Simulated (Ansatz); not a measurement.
Stress against strain in ZrS2

```yaml
crystal:
  lattice:
    - [3.63000, 0.00000, 0.00000]
    - [-1.81500, 3.14367, 0.00000]
    - [0.00000, 0.00000, 5.85000]
  atoms:
    - { symbol: Zr, position: [0.00000, 0.00000, 0.00000] }
    - { symbol: S, position: [0.33333, 0.66667, 0.24920] }
    - { symbol: S, position: [0.66667, 0.33333, 0.75080] }
```

Atom numbers follow the list: Zr1, S2, S3.

The cell is COD entry 5910006, as deposited and not checked against the literature; nothing was relaxed.

Method: DFT, PBE, all-electron LAPW, scalar-relativistic (Ansatz 0.2.0).

The runs use a Γ-centred 10×10×5 k mesh, Fermi–Dirac smearing of 0.01 eV, basis error target 1 meV/atom, no spin polarisation.

The strain is applied along the Cartesian axes of the cell as listed (the other components stay zero). Fractional coordinates are held (clamped ions).

σ is the change of stress from the unstrained cell, which is at 3.03 GPa; tension is positive, so slopes are stress–strain coefficients at that pressure.

Only quantities that a quadratic follows smoothly over the whole series are listed; rougher ones are left out.

| εzz | σzz (GPa) | σxx (GPa) |
| --- | --- | --- |
| -0.0300 | -4.19 | -2.42 |
| -0.0200 | -2.76 | -1.56 |
| -0.0100 | -1.36 | -0.76 |
| 0.0000 | 0.00 | 0.00 |
| 0.0100 | 1.33 | 0.71 |
| 0.0300 | 3.89 | 2.02 |

(1) Fit the series and read off the stiffness at zero strain.

(2) One run, at εzz = 0.0200, is withheld. Predict its row.

## Answers

(1) Least-squares fits y = p0 + p1 x + p2 x² to the rows give σzz (GPa): p1 = 135, p2 = -170; σxx (GPa): p1 = 73.9, p2 = -220. So C33 = 135 GPa and C13 = 74 GPa, for these axes.

(2) The fits give 2.63, 1.39; the run gave 2.63, 1.39.
